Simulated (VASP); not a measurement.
Runs of VASP 6.6.1 on Si. It takes space group Fd-3m (No. 227, cubic). The conventional cell has a = 5.427 Å, b = 5.427 Å, c = 5.427 Å, α = 90.00°, β = 90.00°, γ = 90.00°. Around Si (site symmetry -43m) lie 4 Si at 2.35 Å. 

```tsv
level	potentials or basis	k mesh	cutoff (eV)	grid for exact exchange (PRECFOCK)	screening parameter	mesh quality	gap on the mesh (eV)	pressure (GPa)
PBEsol	VASP PAW PBE potentials, release 64 (Si)	7 × 7 × 7	520	-	-	not flagged	0.45	0.5
LDA	VASP PAW LDA potentials, release 64 (Si)	7 × 7 × 7	520	-	-	not flagged	0.46	-1.2
LDA	VASP PAW LDA potentials, release 64 (Si)	4 × 4 × 4	300	-	-	coarse	0.57	-0.8
PBE	VASP PAW PBE potentials, release 64 (Si)	7 × 7 × 7	520	-	-	not flagged	0.57	2.2
r2SCAN	VASP PAW PBE potentials, release 64 (Si)	7 × 7 × 7	520	-	-	not flagged	0.77	0.7
PBEsol	VASP PAW PBE potentials, release 64 (Si)	7 × 7 × 7	250	-	-	not flagged	0.46	-
HSE06	VASP PAW PBE potentials, release 64 (Si)	6 × 6 × 6	520	Fast	0.2 1/A	not flagged	(a)	(b)
```

Alike in all rows: task single point; no spin polarisation; cell as given; smearing fermi-dirac 0.02 eV.

Fill in the values left out.

(a) 1.30; (b) 0.4.

Caveats: some runs use coarse meshes; an odd mesh through Γ misses points on the zone boundary, where band edges often lie (some runs); the PAW data sets were made with another functional, which shifts forces and pressure a little (some runs); the cutoff is under 1.25 times the usual one of these potentials, so pressure, stress and relaxed cells hold a basis-set (Pulay) error (some runs).

Not every run made on this cell is shown here.
